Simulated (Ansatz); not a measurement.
## Dielectric response of CaSe (110) films

How well do thin rocksalt CaSe (110) films screen a perpendicular field?

Calculated with Ansatz 0.2.0; plane-wave DFT, PBEsol, Ansatz PAW, in the first sound run; inputs show where later runs differ.

**1. The starting structure**

The cell holds 10 atoms: 5 Ca and 5 Se. Cell: a = 4.186 Å, b = 5.920 Å, c = 26.372 Å, α = 90.0°, β = 90.0°, γ = 90.0°. It derives from CaSe (rocksalt CaSe). Vacuum lies along c.

Structure file:

```cif
data_structure
_symmetry_space_group_name_H-M 'P 1'
_symmetry_Int_Tables_number 1
_cell_length_a 4.1861
_cell_length_b 5.9200
_cell_length_c 26.3721
_cell_angle_alpha 90.000
_cell_angle_beta 90.000
_cell_angle_gamma 90.000
_cell_volume 653.54
loop_
_atom_site_label
_atom_site_type_symbol
_atom_site_fract_x
_atom_site_fract_y
_atom_site_fract_z
_atom_site_occupancy
Ca1 Ca 0.50000 0.50000 0.34127 1
Se2 Se 0.50000 0.00000 0.34127 1
Ca3 Ca 0.00000 0.00000 0.42063 1
Se4 Se 0.00000 0.50000 0.42063 1
Ca5 Ca 0.50000 0.50000 0.50000 1
Se6 Se 0.50000 0.00000 0.50000 1
Ca7 Ca 0.00000 0.00000 0.57937 1
Se8 Se 0.00000 0.50000 0.57937 1
Ca9 Ca 0.50000 0.50000 0.65873 1
Se10 Se 0.50000 0.00000 0.65873 1
```

**2. Relaxation, 10 atoms, units 5**

The structure is relaxed first, because levels and dipoles at a surface follow the positions of the outer atoms.

Contents of input.yaml:

```yaml
crystal:
  lattice:
    - [4.18607214, 0.0, 0.0]
    - [0.0, 5.92, 0.0]
    - [0.0, 0.0, 26.3721442892]
  atoms:
    - { symbol: Ca, position: [0.5, 0.5, 0.3412691779] }
    - { symbol: Se, position: [0.5, 0.0, 0.3412691779] }
    - { symbol: Ca, position: [0.0, 0.0, 0.4206345889] }
    - { symbol: Se, position: [0.0, 0.5, 0.4206345889] }
    - { symbol: Ca, position: [0.5, 0.5, 0.5] }
    - { symbol: Se, position: [0.5, 0.0, 0.5] }
    - { symbol: Ca, position: [0.0, 0.0, 0.5793654111] }
    - { symbol: Se, position: [0.0, 0.5, 0.5793654111] }
    - { symbol: Ca, position: [0.5, 0.5, 0.6587308221] }
    - { symbol: Se, position: [0.5, 0.0, 0.6587308221] }
kpoints:
  mp_grid: { grid: [6, 6, 1] }
hamiltonian:
  xc: pbesol
scf:
  occupations: { method: fixed }
  convergence: { dr2_threshold: 1.0e-09 }
efield:
  axis: 3
  dipole_correction: true
  ramp_position: 0.97
  ramp_width: 0.06
relax:
  f_tol: 0.003
  max_steps: 100
output:
  write_potential: true
  write_density: true
  volumetric_format: npy
```

On the command line:

```bash
ansatz run input.yaml --threads 4 --pin off --max-ram 12288MiB --backend cpu --events-out ev --progress --plain --runs-dir out
```

Numbers of over 12 decimals in the logs are rounded to 6 here.

The log of the run:

```text
Engine: ansatz 0.2.0, aarch64-unknown-linux-gnu
Pseudopotentials: kind: paw
Pseudopotential: Ca, paw, valence charge 10, recommended cutoff 420 eV (normal), Ca.paw.azcp
Pseudopotential: Se, paw, valence charge 16, recommended cutoff 420 eV (normal), Se.paw.azcp
Functional definition: PBEsol
  exchange = pbesol_x
  correlation = pbesol_c
Crystal: 10 atoms, lattice volume = 653.543 Å³
Basis set: ecut = 420 eV, 12667 PW (Γ), exchange–correlation on 60×80×360 points (8 copies of the dense FFT grid, shifted against one another)
Bands: 78, of which v1, the nominal top of the filled ones, is band 65 counted from 1 (64 counted from 0)
Symmetry: 4 space group operations
k-points: 16 of 36
Non-local potential: Ca, projectors of the file, l = 0: 3, l = 1: 2, l = 2: 2
Non-local potential: Se, projectors of the file, l = 0: 2, l = 1: 2, l = 2: 3, l = 3: 1
PAW form: soft (Blöchl's): semilocal exchange-correlation on the pseudo side does not see the compensation charge
PAW frozen core: Ca, regenerated for the run's functional, and the local potential with it (the file was generated under x = pbe(κ = 0.804, μ = 0.219515), c = pbe(β = 0.066725))
PAW frozen core: Se, regenerated for the run's functional, and the local potential with it (the file was generated under x = pbe(κ = 0.804, μ = 0.219515), c = pbe(β = 0.066725))
PAW one-centre angular grid: Ca, 110 points (default); XC on 64 Gauss nodes
PAW one-centre angular grid: Se, 590 points (default); XC on 64 Gauss nodes
Initial density: superposition of atomic densities (neutral atoms: chi_scale 0, normalization atom), corrected by the library's trained network
Initial wavefunctions: pseudopotential atomic-orbital guess
Functional: x = pbesol(κ = 0.804, μ = 0.123457), c = pbesol(β = 0.046)
SCF iter   1: F=—  HF=-36107.209821 eV  |F-HF|=—  |Δ(HF+E_count)|=         —  Δρ=1.72e-3  dr2=5.76e-2  ethr=1.77e-3  p=0.000 e·Å  D=6.81e-14 V/Å  ΔV_dip=-0.00 eV  dr2_dipole=2.35e-11  V_vac-E_F(+/−)=3.89/3.89 eV  ⟨swp⟩=6.8  Hψ=4390  notcnv=0  defer=164
efield: sawtooth ramp at fractional position 0.9700 (set: `efield.ramp_position`, or a place that a band, a saddle search or an elastic batch's reference lends), width 0.0600; the density the first Hamiltonian is built on has a dipole p = 0.000 e·Å; the dipole correction subtracts the counter field D = 6.81e-14 V/Å, which shifts the + side's vacuum level by -0.00 eV against the − side's; the planar-averaged density in the ramp window peaks in size at 1.3e-5 e/Å³
preconditioner: auto → Resta (q_TF=auto, 2.085 Å⁻¹)  ε∞=2.3  [insulator: Δε(μ)=1.413 eV  Ē_g=7.945 eV  n_scr=108 (ndim 8)  ℏωp=9.2 eV  f_vac=0.564  ε∞_Penn≈2.3  vacuum switching on, ρ_ref=4.6e-3 e/Å³]
SCF iter   2: F=—  HF=-36107.199087 eV  |F-HF|=—  |Δ(HF+E_count)|=   1.07e-2  Δρ=8.37e-4  dr2=6.45e-3  ethr=4.43e-5  p=-0.000 e·Å  D=-4.10e-7 V/Å  ΔV_dip=0.00 eV  dr2_dipole=6.12e-12  V_vac-E_F(+/−)=3.80/3.80 eV  ⟨swp⟩=4.8  Hψ=2259  notcnv=0  defer=177
density mixer auto → msr1: gapped (density of states about μ 0.07 of a free-electron gas's, 108 screened modes)
SCF iter   3: F=—  HF=-36107.199288 eV  |F-HF|=—  |Δ(HF+E_count)|=   2.00e-4  Δρ=4.11e-4  dr2=1.37e-3  ethr=4.96e-6  p=-0.000 e·Å  D=-2.66e-7 V/Å  ΔV_dip=0.00 eV  dr2_dipole=8.79e-12  V_vac-E_F(+/−)=3.81/3.81 eV  ⟨swp⟩=3.7  Hψ=1531  notcnv=0  defer=176
SCF iter   4: F=—  HF=-36107.199820 eV  |F-HF|=—  |Δ(HF+E_count)|=   5.32e-4  Δρ=1.09e-4  dr2=7.57e-5  ethr=1.05e-6  p=-0.000 e·Å  D=-5.03e-7 V/Å  ΔV_dip=0.00 eV  dr2_dipole=2.98e-11  V_vac-E_F(+/−)=3.80/3.80 eV  ⟨swp⟩=3.0  Hψ=1877  notcnv=0  defer=176
SCF iter   5: F=—  HF=-36107.199904 eV  |F-HF|=—  |Δ(HF+E_count)|=   8.41e-5  Δρ=3.09e-5  dr2=6.62e-6  ethr=5.82e-8  p=0.000 e·Å  D=8.02e-7 V/Å  ΔV_dip=-0.00 eV  dr2_dipole=4.24e-11  V_vac-E_F(+/−)=3.80/3.80 eV  ⟨swp⟩=2.0  Hψ=2210  notcnv=0  defer=176
SCF iter   6: F=—  HF=-36107.199953 eV  |F-HF|=—  |Δ(HF+E_count)|=   4.92e-5  Δρ=7.77e-6  dr2=4.33e-7  ethr=5.09e-9  p=-0.000 e·Å  D=-6.86e-7 V/Å  ΔV_dip=0.00 eV  dr2_dipole=3.29e-11  V_vac-E_F(+/−)=3.79/3.79 eV  ⟨swp⟩=2.0  Hψ=2270  notcnv=0  defer=167
SCF iter   7: F=—  HF=-36107.199954 eV  |F-HF|=—  |Δ(HF+E_count)|=   6.76e-7  Δρ=2.49e-6  dr2=4.93e-8  ethr=3.33e-10  p=0.000 e·Å  D=9.33e-7 V/Å  ΔV_dip=-0.00 eV  dr2_dipole=6.24e-11  V_vac-E_F(+/−)=3.80/3.80 eV  ⟨swp⟩=2.0  Hψ=2011  notcnv=0  defer=167
SCF iter   8: F=—  HF=-36107.199954 eV  |F-HF|=—  |Δ(HF+E_count)|=   9.53e-8  Δρ=5.97e-7  dr2=3.64e-9  ethr=3.79e-11  p=-0.000 e·Å  D=-1.18e-6 V/Å  ΔV_dip=0.00 eV  dr2_dipole=1.03e-10  V_vac-E_F(+/−)=3.80/3.80 eV  ⟨swp⟩=2.0  Hψ=2007  notcnv=0  defer=167
SCF iter   9: F=—  HF=-36107.199954 eV  |F-HF|=—  |Δ(HF+E_count)|=   4.87e-9  Δρ=2.71e-7  dr2=1.21e-9  ethr=1.00e-12  p=0.000 e·Å  D=1.39e-6 V/Å  ΔV_dip=-0.00 eV  dr2_dipole=1.56e-10  V_vac-E_F(+/−)=3.80/3.80 eV  ⟨swp⟩=8.8  Hψ=6877  notcnv=0
SCF iter  10: F=-36107.199954 eV  HF=-36107.199954 eV  |F-HF|=3.20e-10  |Δ(HF+E_count)|=  3.71e-10  Δρ=8.96e-8  dr2=1.18e-10  ethr=1.00e-12  p=-0.000 e·Å  D=-6.15e-7 V/Å  ΔV_dip=0.00 eV  dr2_dipole=3.03e-11  V_vac-E_F(+/−)=3.80/3.80 eV  ⟨swp⟩=8.2  Hψ=6426  notcnv=0
SCF 1 converged in 10 iterations: F = -36107.199954 eV  dr2 = 1.18e-10
  greatest PAW one-centre occupation: 1.000 electrons in one spin orbital (limit 2), on the Se atom at site 1 (counted from 0), in its partial waves of l = 2
relax step   1: F+E_penalty+E_count = -36107.19995374 eV  Δ(F+E_penalty+E_count) = +0.000e0 eV  max|allowed force component| = 9.364e-1 eV/Å  Δτ_max = 0.0000 Å  (10 SCF iters, accepted)
Initial density: handed on by an earlier stage of this run
Initial wavefunctions: those handed on with the density
iter 1 solved again at ethr=8.40e-5 eV; its pass at ethr=3.10e-3 eV (dr2=1.09e-1 eV) is discarded
SCF iter   1: F=—  HF=-36107.409354 eV  |F-HF|=—  |Δ(HF+E_count)|=         —  Δρ=3.24e-3  dr2=1.15e-1  ethr=8.40e-5  p=-0.000 e·Å  D=-6.15e-7 V/Å  ΔV_dip=0.00 eV  dr2_dipole=2.09e-11  V_vac-E_F(+/−)=3.90/3.90 eV  ⟨swp⟩=2.1  Hψ=4390  notcnv=0  defer=175
efield: sawtooth ramp at fractional position 0.9700 (set: `efield.ramp_position`, or a place that a band, a saddle search or an elastic batch's reference lends), width 0.0600; the density the first Hamiltonian is built on has a dipole p = -0.000 e·Å; the dipole correction subtracts the counter field D = -6.15e-7 V/Å, which shifts the + side's vacuum level by +0.00 eV against the − side's; the planar-averaged density in the ramp window peaks in size at 1.0e-5 e/Å³
[...]
SCF 3 converged in 10 iterations: F = -36107.445997 eV  dr2 = 2.37e-10
relax step   3: F+E_penalty+E_count = -36107.44599704 eV  Δ(F+E_penalty+E_count) = -1.215e-2 eV  max|allowed force component| = 2.670e-2 eV/Å  Δτ_max = 0.0694 Å  (10 SCF iters, accepted)
SCF iter   1: F=—  HF=-36107.446752 eV  |F-HF|=—  |Δ(HF+E_count)|=         —  Δρ=3.14e-4  dr2=1.67e-3  ethr=1.83e-5  p=-0.000 e·Å  D=-5.14e-7 V/Å  ΔV_dip=0.00 eV  dr2_dipole=2.00e-11  V_vac-E_F(+/−)=4.32/4.32 eV  ⟨swp⟩=4.8  Hψ=2281  notcnv=0  defer=176
efield: sawtooth ramp at fractional position 0.9700 (set: `efield.ramp_position`, or a place that a band, a saddle search or an elastic batch's reference lends), width 0.0600; the density the first Hamiltonian is built on has a dipole p = -0.000 e·Å; the dipole correction subtracts the counter field D = -5.14e-7 V/Å, which shifts the + side's vacuum level by +0.00 eV against the − side's; the planar-averaged density in the ramp window peaks in size at 1.2e-5 e/Å³
preconditioner: auto → Resta (q_TF=auto, 2.085 Å⁻¹)  ε∞=2.4  [insulator: Δε(μ)=1.670 eV  Ē_g=7.846 eV  n_scr=108 (ndim 8)  ℏωp=9.2 eV  f_vac=0.574  ε∞_Penn≈2.4  vacuum switching on, ρ_ref=4.5e-3 e/Å³]
SCF iter   2: F=—  HF=-36107.446581 eV  |F-HF|=—  |Δ(HF+E_count)|=   1.71e-4  Δρ=1.51e-4  dr2=1.72e-4  ethr=1.28e-6  p=0.000 e·Å  D=2.04e-7 V/Å  ΔV_dip=-0.00 eV  dr2_dipole=2.52e-12  V_vac-E_F(+/−)=4.33/4.33 eV  ⟨swp⟩=2.2  Hψ=1668  notcnv=0  defer=176  κ⁻¹=1.0e0(r=1)
density mixer auto → broyden: gapped, where msr1 would fit the directions that read negative (density of states about μ 0.06 of a free-electron gas's, 108 screened modes)
SCF iter   3: F=—  HF=-36107.446590 eV  |F-HF|=—  |Δ(HF+E_count)|=   8.14e-6  Δρ=8.69e-5  dr2=5.36e-5  ethr=1.33e-7  p=-0.000 e·Å  D=-3.31e-8 V/Å  ΔV_dip=0.00 eV  dr2_dipole=1.20e-12  V_vac-E_F(+/−)=4.32/4.32 eV  ⟨swp⟩=2.0  Hψ=1371  notcnv=0  defer=172  κ⁻¹=2.4e-2(r=2)
SCF iter   4: F=—  HF=-36107.446610 eV  |F-HF|=—  |Δ(HF+E_count)|=   2.04e-5  Δρ=1.71e-5  dr2=3.93e-6  ethr=4.13e-8  p=0.000 e·Å  D=2.50e-7 V/Å  ΔV_dip=-0.00 eV  dr2_dipole=1.90e-12  V_vac-E_F(+/−)=4.31/4.31 eV  ⟨swp⟩=2.0  Hψ=1405  notcnv=0  defer=128  κ⁻¹=2.1e-3(r=3)
SCF iter   5: F=—  HF=-36107.446650 eV  |F-HF|=—  |Δ(HF+E_count)|=   4.02e-5  Δρ=7.38e-6  dr2=4.94e-7  ethr=3.02e-9  p=-0.000 e·Å  D=-5.31e-8 V/Å  ΔV_dip=0.00 eV  dr2_dipole=1.29e-12  V_vac-E_F(+/−)=4.31/4.31 eV  ⟨swp⟩=2.1  Hψ=1699  notcnv=0  defer=119  κ⁻¹=2.8e-4(r=4)
SCF iter   6: F=—  HF=-36107.446651 eV  |F-HF|=—  |Δ(HF+E_count)|=   5.79e-7  Δρ=2.46e-6  dr2=4.44e-8  ethr=3.80e-10  p=0.000 e·Å  D=1.86e-7 V/Å  ΔV_dip=-0.00 eV  dr2_dipole=8.71e-13  V_vac-E_F(+/−)=4.31/4.31 eV  ⟨swp⟩=2.1  Hψ=1708  notcnv=0  defer=119  κ⁻¹=2.2e-5(r=5)
SCF iter   7: F=—  HF=-36107.446651 eV  |F-HF|=—  |Δ(HF+E_count)|=   9.30e-8  Δρ=8.24e-7  dr2=5.10e-9  ethr=3.41e-11  p=-0.000 e·Å  D=-3.01e-8 V/Å  ΔV_dip=0.00 eV  dr2_dipole=7.93e-13  V_vac-E_F(+/−)=4.31/4.31 eV  ⟨swp⟩=2.0  Hψ=1768  notcnv=0  defer=119  κ⁻¹=2.9e-6(r=6)
SCF iter   8: F=-36107.446651 eV  HF=-36107.446651 eV  |F-HF|=3.31e-9  |Δ(HF+E_count)|=   1.11e-8  Δρ=3.09e-7  dr2=4.51e-10  ethr=1.00e-12  p=0.000 e·Å  D=1.59e-7 V/Å  ΔV_dip=-0.00 eV  dr2_dipole=5.45e-13  V_vac-E_F(+/−)=4.31/4.31 eV  ⟨swp⟩=9.0  Hψ=6915  notcnv=0
SCF 4 converged in 8 iterations: F = -36107.446651 eV  dr2 = 4.51e-10
  greatest PAW one-centre occupation: 1.000 electrons in one spin orbital (limit 2), on the Se atom at site 7 (counted from 0), in its partial waves of l = 2
relax step   4: F+E_penalty+E_count = -36107.44665082 eV  Δ(F+E_penalty+E_count) = -6.538e-4 eV  max|allowed force component| = 2.721e-3 eV/Å  Δτ_max = 0.0129 Å  (8 SCF iters, accepted)
NSCF: frozen V_eff on 16 k-points
the search or the solves at the SCF's close seem to have found levels that the self-consistency loop had missed (the run counts 1). By its estimate they hold under 1e-12 electrons; where the run keeps them, the occupations were computed again with them
WARN: The output density's exchange-correlation potential varies sharply where the density is thin. Do not read a vacuum level from v_tot or v_xc, or from such a field of the output density. On a cell that repeats whose density bears no net charge and no dipole along the vacuum's axis use v_es (v_loc + v_h of the components); under efield.dipole_correction with no amplitude use v_es + v_field, which holds any externa [...]
SCF converged after 8 iterations
Stability not checked: this state was not tested for a lower state beside it, because the mixer in use, unlike msr1, does not test its closes by its own steps (another_mixer; see scf.mixing.algorithm and scf.lower_state_search)
Free energy (F): -36107.446651 eV
Harris-Foulkes:  -36107.446651 eV  (|F-HF|=3.31e-9)
Internal energy: -36107.446651 eV  (E = F + TS)
E sigma→0 (E₀):  -36107.446651 eV
Fermi energy:    0.361588 eV
Dipole field:    D = -0.000000 V/Å  (p = -0.000001 e·Å, saw-weighted, corrected)
Work function:   Φ+ = 4.3103 eV   Φ− = 4.3103 eV
Levels:          The Fermi level and band energies are counted from a zero that moves with the ramp; work functions are not
--- Per-component energies (eV) ---
  E_band       = -3475.330822
  E_kinetic    = 1987.640322
  E_local      = -119217.011292  (includes V_loc(G=0)·N_el)
  E_nonlocal   = -2645.016610
  E_hartree    = 58488.503279
  E_xc         = -1200.132820
  E_vxc        = -1347.770617  (∫ρ·V_xc dr)
  E_paw        = -13520.560903  (= ΣΔE_a)
  E_vpaw       = 769.825358  (= ΣTr[D̂ρ^β])
  E_aug_tail   = -0.002997  (compensation charges beyond the density's cutoff)
  E_efield     = 0.000000  (sawtooth field / dipole correction)
  E_vefield    = -0.000000  (∫n·V_field dr)
  E_ewald      = 39993.498146
  E_core_change = 5.636224  (= ΣΔE_core)
  E_smearing   = -0.000000  (= −TS)
  E_closure    = -0.000000  (closes the sum)
  Σ components = -36107.446651   (vs F -36107.446651, Δ=0.00e0)
--- Forces (eV/Å), atoms counted from 1 ---
  atom   1  Ca     0.00000000     0.00000000    -0.00089298
  atom   2  Se     0.00000000     0.00000000     0.00272120
  atom   3  Ca     0.00000000     0.00000000    -0.00210688
  atom   4  Se     0.00000000     0.00000000    -0.00016936
  atom   5  Ca     0.00000000     0.00000000    -0.00000307
  atom   6  Se     0.00000000     0.00000000     0.00000213
  atom   7  Ca     0.00000000     0.00000000     0.00210402
  atom   8  Se     0.00000000     0.00000000     0.00017309
  atom   9  Ca     0.00000000     0.00000000     0.00089234
  atom  10  Se     0.00000000     0.00000000    -0.00271983
  max |Σ_I F_I| component: 6.31e-7 eV/Å
--- Band table (eV; the first three rows and the last of 16) ---
  k-point 0: bands = [... 61 lower, -0.2642, -0.1303, 0.2096, 0.3616, 2.0265, 2.3921, 2.8267, 3.2377, ... 9 higher]
  k-point 1: bands = [... 61 lower, -0.5438, -0.1511, 0.1701, 0.3006, 2.0799, 2.5902, 2.8587, 3.2430, ... 9 higher]
  k-point 2: bands = [... 61 lower, -0.6431, -0.2023, 0.0965, 0.1928, 2.1524, 2.8119, 2.9475, 3.2427, ... 9 higher]
  k-point 15: bands = [... 61 lower, -1.0107, -0.9685, -0.5883, -0.4236, 3.0065, 3.0370, 4.0131, 4.0407, ... 9 higher]
--- Relaxed structure (4 steps of the walk, 4 accepted, 0 SCFs on fresh bases) ---
  F+E_penalty+E_count = -36107.44665082 eV   max|allowed force component| = 2.721e-3 eV/Å
  atoms:
    - { symbol: Ca, position: [0.5, 0.5, 0.350447] }
    - { symbol: Se, position: [0.5, 0.0, 0.342457] }
    - { symbol: Ca, position: [0.0, 0.0, 0.418343] }
    - { symbol: Se, position: [0.0, 0.5, 0.421759] }
    - { symbol: Ca, position: [0.5, 0.5, 0.500000] }
    - { symbol: Se, position: [0.5, 0.0, 0.500000] }
    - { symbol: Ca, position: [0.0, 0.0, 0.581657] }
    - { symbol: Se, position: [0.0, 0.5, 0.578241] }
    - { symbol: Ca, position: [0.5, 0.5, 0.649553] }
    - { symbol: Se, position: [0.5, 0.0, 0.657543] }
```

It took 97 s on 4 threads of Arm Neoverse V1, shared host; peak memory 1.5 GiB.

The steps of the relaxation:

```csv
step,energy less that of the first step (eV),largest force component (eV/Å)
1,0.0000,0.9364
2,-0.2339,0.1583
3,-0.2460,0.0267
4,-0.2467,0.0027
```

The run keeps the 4 symmetry operations that it works with, so distortions that break them were not tested.

The atoms that moved most (Å):

```
atom     dx     dy      dz  length
 Ca9  0.000  0.000  -0.242   0.242
 Ca1  0.000  0.000   0.242   0.242
 Ca7  0.000  0.000   0.060   0.060
 Ca3  0.000  0.000  -0.060   0.060
Se10  0.000  0.000  -0.031   0.031
 Se2  0.000  0.000   0.031   0.031
 Se8  0.000  0.000  -0.030   0.030
 Se4  0.000  0.000   0.030   0.030
```

Numbers from this step:

* gap on the k-mesh: 1.665 eV
* dipole along the normal: -1.41e-6 e·Å
* ionisation energy, upper face: 4.310 eV
* electron affinity, upper face: 2.645 eV

Running mean over 2.093 Å of the planar mean; the ramp of the sawtooth is left out. Table of electron's electrostatic potential energy less the highest filled level by z:

z (Å), electron's electrostatic potential energy less the highest filled level (eV) and a bar from the least value:
```
      3.5       4.31 ##############################
      4.0       4.31 ##############################
      4.5       4.31 ##############################
      5.0       4.31 ##############################
      5.5       4.30 ##############################
      6.0       4.28 ##############################
      6.5       4.20 ##############################
      7.0       3.93 #############################
      7.5       3.01 #########################
      8.0       1.19 ##################
      8.5      -0.97 #########
      9.0      -2.32 ####
      9.5      -2.94 ##
     10.0      -3.40 
     10.5      -3.27 
     11.0      -2.85 ##
     11.5      -2.65 ###
     12.0      -2.52 ###
     12.5      -2.53 ###
     13.0      -2.58 ###
     13.5      -2.57 ###
     14.0      -2.52 ###
     14.5      -2.54 ###
     15.0      -2.69 ###
     15.5      -2.95 ##
     16.0      -3.36 
     16.5      -3.32 
     17.0      -2.79 ##
     17.5      -2.08 #####
     18.0      -0.45 ###########
     18.5       1.73 ####################
     19.0       3.34 ##########################
     19.5       4.04 #############################
     20.0       4.23 ##############################
     20.5       4.29 ##############################
     21.0       4.30 ##############################
     21.5       4.31 ##############################
     22.0       4.31 ##############################
     22.5       4.31 ##############################
     23.0       4.31 ##############################
```

The relaxation took 4 steps and lowered the energy by 0.25 eV; the largest force on the free atoms ends at 0.0027 eV/Å.

The gap is 1.66 eV, with the valence edge 4.31 eV and the conduction edge 2.65 eV under the upper vacuum level.

(Part 1 of 5 ends here.)

[Logs are printed without paths, hosts, clocks, repeated set-up lines and the standing remarks that a program may print on its own settings, such as how far it seeks lower states.]

[Hosts, paths, dates, database ids (printed as entryN), source tags and the programs' standing remarks are cut or masked in the printed files.]

[Maps of the electrostatic potential energy from Ansatz leave out the sawtooth potential of an applied field or a dipole correction, so their vacuum need not be flat; planar profiles and work functions include it.]
